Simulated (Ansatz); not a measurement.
**Na: equation of state**

How stiff is Na, and at what volume does the pressure vanish? The cell is scaled evenly, atoms carried along, and solved with LAPW, PAW and all-electron datasets made for the crystal.

This is Na in the hcp structure; at room conditions it is bcc.

Program: Ansatz 0.2.0. Level of theory: DFT PBE, scalar-relativistic. These are calculated values, not measurements.

**1. Starting point**

Symmetry: P6_3/mmc, No. 194, hexagonal system. The conventional cell has a = 3.749 Å, b = 3.749 Å, c = 6.092 Å, α = 90.00°, β = 90.00°, γ = 120.00°. Na (site symmetry -6m2) is surrounded by 12 Na at 3.74 to 3.75 Å.

As a file:

```
Na
1.0
     3.74857    0.00000    0.00000
    -1.87428    3.24635    0.00000
     0.00000    0.00000    6.09153
Na
2
Direct
  0.33333 0.66667 0.25000
  0.66667 0.33333 0.75000
```

The structure (hcp type) was typed from a prototype and relaxed by PAW; whether it is the ground state wasn't tested.

Atoms are numbered in the order of the input: Na1, Na2.

**2. Volume × 0.96, LAPW**

File input.yaml:

```yaml
crystal:
  lattice:
    - [3.6979050863, 0.0, 0.0]
    - [-1.8489525431, 3.2024797456, 0.0]
    - [0.0, 0.0, 6.0092040701]
  atoms:
    - { symbol: Na, position: [0.3333333333, 0.6666666667, 0.25] }
    - { symbol: Na, position: [0.6666666667, 0.3333333333, 0.75] }
kpoints:
  mp_grid: { grid: [12, 12, 7] }
scf:
  occupations: { method: fermi_dirac, width: 0.08 }
hamiltonian:
  xc: pbe
  pseudopotentials: { kind: all_electron, lapw: { basis_error: 0.00025 } }
output:
  forces: true
  stress: true
  eigenvalues: true
```

On the command line:

```
ansatz run input.yaml --threads 1 --pin off --max-ram 2048MiB --backend cpu --events-out ev --progress --plain --runs-dir out
```

**3. Volume × 0.96, PAW**

Changes to input.yaml since step 2:

```diff
@@ -14,3 +14,3 @@
   xc: pbe
-  pseudopotentials: { kind: all_electron, lapw: { basis_error: 0.00025 } }
+  pseudopotentials: { kind: paw }
 output:
@@ -19 +19,6 @@
   eigenvalues: true
+  efg: { contact_densities: true }
+  write_density: true
+  write_potential: true
+  elf: true
+  volumetric_format: npy
```

**4. Volume × 0.96, crystal datasets**

Changes to input.yaml since step 3:

```diff
@@ -14,3 +14,3 @@
   xc: pbe
-  pseudopotentials: { kind: paw }
+  pseudopotentials: { kind: all_electron, datasets: crystal }
 output:
@@ -20,5 +20 @@
   efg: { contact_densities: true }
-  write_density: true
-  write_potential: true
-  elf: true
-  volumetric_format: npy
```

**5. Volume × 0.98, LAPW**

File input.yaml:

```yaml
crystal:
  lattice:
    - [3.7234086859, 0.0, 0.0]
    - [-1.8617043429, 3.2245665107, 0.0]
    - [0.0, 0.0, 6.0506481664]
  atoms:
    - { symbol: Na, position: [0.3333333333, 0.6666666667, 0.25] }
    - { symbol: Na, position: [0.6666666667, 0.3333333333, 0.75] }
kpoints:
  mp_grid: { grid: [12, 12, 7] }
scf:
  occupations: { method: fermi_dirac, width: 0.08 }
hamiltonian:
  xc: pbe
  pseudopotentials: { kind: all_electron, lapw: { basis_error: 0.00025 } }
output:
  forces: true
  stress: true
  eigenvalues: true
```

**6. Volume × 0.98, PAW**

Changes to input.yaml since step 5:

```diff
@@ -14,3 +14,3 @@
   xc: pbe
-  pseudopotentials: { kind: all_electron, lapw: { basis_error: 0.00025 } }
+  pseudopotentials: { kind: paw }
 output:
@@ -19 +19,2 @@
   eigenvalues: true
+  efg: { contact_densities: true }
```

**7. Volume × 1.02, LAPW**

File input.yaml:

```yaml
crystal:
  lattice:
    - [3.7733932905, 0.0, 0.0]
    - [-1.8866966452, 3.267854448, 0.0]
    - [0.0, 0.0, 6.1318746128]
  atoms:
    - { symbol: Na, position: [0.3333333333, 0.6666666667, 0.25] }
    - { symbol: Na, position: [0.6666666667, 0.3333333333, 0.75] }
kpoints:
  mp_grid: { grid: [12, 12, 7] }
scf:
  occupations: { method: fermi_dirac, width: 0.08 }
hamiltonian:
  xc: pbe
  pseudopotentials: { kind: all_electron, lapw: { basis_error: 0.00025 } }
output:
  forces: true
  stress: true
  eigenvalues: true
```

**8. Volume × 1.02, PAW**

Changes to input.yaml since step 7:

```diff
@@ -14,3 +14,3 @@
   xc: pbe
-  pseudopotentials: { kind: all_electron, lapw: { basis_error: 0.00025 } }
+  pseudopotentials: { kind: paw }
 output:
@@ -19 +19,2 @@
   eigenvalues: true
+  efg: { contact_densities: true }
```

**9. Volume × 1.04, LAPW**

File input.yaml:

```yaml
crystal:
  lattice:
    - [3.7978965309, 0.0, 0.0]
    - [-1.8989482654, 3.2890748767, 0.0]
    - [0.0, 0.0, 6.1716930962]
  atoms:
    - { symbol: Na, position: [0.3333333333, 0.6666666667, 0.25] }
    - { symbol: Na, position: [0.6666666667, 0.3333333333, 0.75] }
kpoints:
  mp_grid: { grid: [12, 12, 7] }
scf:
  occupations: { method: fermi_dirac, width: 0.08 }
hamiltonian:
  xc: pbe
  pseudopotentials: { kind: all_electron, lapw: { basis_error: 0.00025 } }
output:
  forces: true
  stress: true
  eigenvalues: true
```

**10. Volume × 1.04, PAW**

Changes to input.yaml since step 9:

```diff
@@ -14,3 +14,3 @@
   xc: pbe
-  pseudopotentials: { kind: all_electron, lapw: { basis_error: 0.00025 } }
+  pseudopotentials: { kind: paw }
 output:
@@ -19 +19,2 @@
   eigenvalues: true
+  efg: { contact_densities: true }
```

**11. Volume × 1.04, crystal datasets**

Changes to input.yaml since step 10:

```diff
@@ -14,3 +14,3 @@
   xc: pbe
-  pseudopotentials: { kind: paw }
+  pseudopotentials: { kind: all_electron, datasets: crystal }
 output:
```

(Steps that only read results are left out.)

**Question.** What will these runs give? Wanted: equilibrium volume; bulk modulus (for each run or level that gives them).

The runs gave:

| quantity | value |
| --- | --- |
| equilibrium volume (LAPW) | 37.148 Å³/atom |
| bulk modulus (LAPW) | 7.7 GPa |
| its pressure derivative (LAPW) | 3.7 |
| equilibrium volume (PAW) | 37.099 Å³/atom |
| bulk modulus (PAW) | 7.7 GPa |
| its pressure derivative (PAW) | 3.7 |

**Reading.** By LAPW, the pressure vanishes at 37.15 Å³/atom (+0.2 % from the starting cell) and the bulk modulus there is 7.7 GPa (Birch-Murnaghan, third order). Shape and positions are held, so a fully relaxed modulus can be lower. PAW's volume lies -0.13 % and its modulus +0.2 % from LAPW's. No thermal or zero-point expansion is included.
